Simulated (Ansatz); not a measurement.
# Te2Mo: rattled cells

Aim: for Te2Mo, see what random moves of the atoms cost.

Program: Ansatz 0.2.0. Level of theory: DFT r2SCAN, scalar-relativistic, plane waves, PAW. These are calculated values, not measurements.

**1. The system as given**

Symmetry: P-6m2, No. 187, hexagonal system. The conventional cell has a = 3.560 Å, b = 3.560 Å, c = 17.524 Å, α = 90.00°, β = 90.00°, γ = 120.00°. Around Te (site symmetry 3m) lie 3 Mo at 2.73 Å. Around Mo (site symmetry -6m2) lie 6 Te at 2.73 Å.

Structure file:

```cif
data_structure
_symmetry_space_group_name_H-M 'P 1'
_symmetry_Int_Tables_number 1
_cell_length_a 3.5602
_cell_length_b 3.5602
_cell_length_c 17.5241
_cell_angle_alpha 90.000
_cell_angle_beta 90.000
_cell_angle_gamma 120.000
_cell_volume 192.36
loop_
_atom_site_label
_atom_site_type_symbol
_atom_site_fract_x
_atom_site_fract_y
_atom_site_fract_z
_atom_site_occupancy
Te1 Te 0.33333 0.66667 0.89786 1
Te2 Te 0.33333 0.66667 0.10214 1
Mo1 Mo 0.00000 0.00000 0.00000 1
```

It goes back to an entry of the Materials Project, which need not be the stable form.

No relaxation comes first: the listed cell is the starting point.

**2. The reference cell**

The reference gives a free energy of -18958.0912 eV, pressure 0.00 GPa, largest force 0.007 eV/Å and gap on the mesh 1.12 eV. It was computed beforehand with the settings of the runs below.

**3. Next: rattled cells**

All atoms are moved at random with no net shift, in some cells together with a random strain.

**4. rms move = 0.049 Å**

File input.yaml:

```yaml
crystal:
  lattice:
    - [3.5718731562, 0.0460035135, -0.0186972178]
    - [-1.7460963668, 3.0663518665, 0.0507083304]
    - [-0.0920308144, 0.2350732725, 17.9518256375]
  atoms:
    - { symbol: Te, position: [0.337854749, 0.6707178728, 0.8946087258] }
    - { symbol: Te, position: [0.3307628805, 0.6633466729, 0.1020521307] }
    - { symbol: Mo, position: [-0.0019509628, -0.0007312124, 0.0033391435] }
basis:
  ecutwfc: 500
kpoints:
  mp_grid: { grid: [12, 12, 2] }
hamiltonian:
  xc: r2scan
scf:
  occupations: { method: gaussian, width: 0.05 }
output:
  forces: true
  stress: true
  eigenvalues: true
```

Started as:

```console
$ ansatz run input.yaml --threads 2 --pin off --max-ram 5120MiB --backend cpu --events-out ev --progress --plain --runs-dir out
```

**5. At rms move = 0.295 Å**

File input.yaml:

```yaml
crystal:
  lattice:
    - [3.4317441251, -0.2280637132, -0.0711965353]
    - [-1.9133810318, 3.2828679137, 0.1338000209]
    - [-0.3504411834, 0.5581422373, 17.0368703548]
  atoms:
    - { symbol: Te, position: [0.3677398396, 0.6119751598, 0.9062254818] }
    - { symbol: Te, position: [0.3747358944, 0.6923929467, 0.1042981103] }
    - { symbol: Mo, position: [-0.0758090673, 0.0289652268, -0.010523592] }
basis:
  ecutwfc: 500
kpoints:
  mp_grid: { grid: [12, 12, 2] }
hamiltonian:
  xc: r2scan
scf:
  occupations: { method: gaussian, width: 0.05 }
output:
  forces: true
  stress: true
  eigenvalues: true
```

**6. Point rms move = 0.099 Å**

File input.yaml:

```yaml
crystal:
  lattice:
    - [3.5535679717, -0.0346581445, 0.0045918782]
    - [-1.8067988194, 3.131972096, -0.0050548846]
    - [0.0226019878, -0.0156808199, 17.7053721635]
  atoms:
    - { symbol: Te, position: [0.3063183531, 0.667540342, 0.901636179] }
    - { symbol: Te, position: [0.3367376672, 0.6706226513, 0.1028154761] }
    - { symbol: Mo, position: [0.0236106464, -0.00482966, -0.0044516551] }
basis:
  ecutwfc: 500
kpoints:
  mp_grid: { grid: [12, 12, 2] }
hamiltonian:
  xc: r2scan
scf:
  occupations: { method: gaussian, width: 0.05 }
output:
  forces: true
  stress: true
  eigenvalues: true
```

**7. At rms move = 0.322 Å**

File input.yaml:

```yaml
crystal:
  lattice:
    - [3.8223403383, 0.087701194, -0.0667765508]
    - [-1.8352187072, 3.0777422319, -0.0093451832]
    - [-0.3286852851, -0.2428810829, 16.8425036439]
  atoms:
    - { symbol: Te, position: [0.4503520891, 0.7004968761, 0.9045301035] }
    - { symbol: Te, position: [0.2584242523, 0.6873639337, 0.092365434] }
    - { symbol: Mo, position: [-0.0421096748, -0.0545274765, 0.0031044626] }
basis:
  ecutwfc: 500
kpoints:
  mp_grid: { grid: [12, 12, 2] }
hamiltonian:
  xc: r2scan
scf:
  occupations: { method: gaussian, width: 0.05 }
output:
  forces: true
  stress: true
  eigenvalues: true
  write_density: true
  write_potential: true
  elf: true
  volumetric_format: npy
```

**8. At rms move = 0.056 Å**

File input.yaml:

```yaml
crystal:
  lattice:
    - [3.7953895053, -0.0937382392, -0.0279740826]
    - [-1.9788744491, 3.1575192225, 0.0346451287]
    - [-0.1376930856, 0.1174128844, 17.0636431915]
  atoms:
    - { symbol: Te, position: [0.3295575544, 0.6521527722, 0.8981621821] }
    - { symbol: Te, position: [0.3418463875, 0.6676301821, 0.0997759607] }
    - { symbol: Mo, position: [-0.0047372752, 0.0135503791, 0.0020618572] }
basis:
  ecutwfc: 500
kpoints:
  mp_grid: { grid: [12, 12, 2] }
hamiltonian:
  xc: r2scan
scf:
  occupations: { method: gaussian, width: 0.05 }
output:
  forces: true
  stress: true
  eigenvalues: true
```

(Steps that only read results are left out.)

Before running it: what results should come out?

**Answer**, as computed:

| quantity | value |
| --- | --- |
| costliest cell | 1541.4 meV/atom at an rms move of 0.295 Å |

The cost runs from 55.9 to 1541.4 meV/atom. Energy over the square of the rms move lies between 9.8 and 31.3 eV/Å² per atom; a harmonic solid under isotropic random moves would keep it roughly constant, while strain and close contacts change it. The gap on the mesh, 1.12 eV at the start, reads zero at rms move = 0.295. Spin-orbit coupling is left out, which matters for the bands of Te. The cell holds empty space of several Å, a single layer or slab in vacuum, so volume, pressure and the long edge depend on that space.
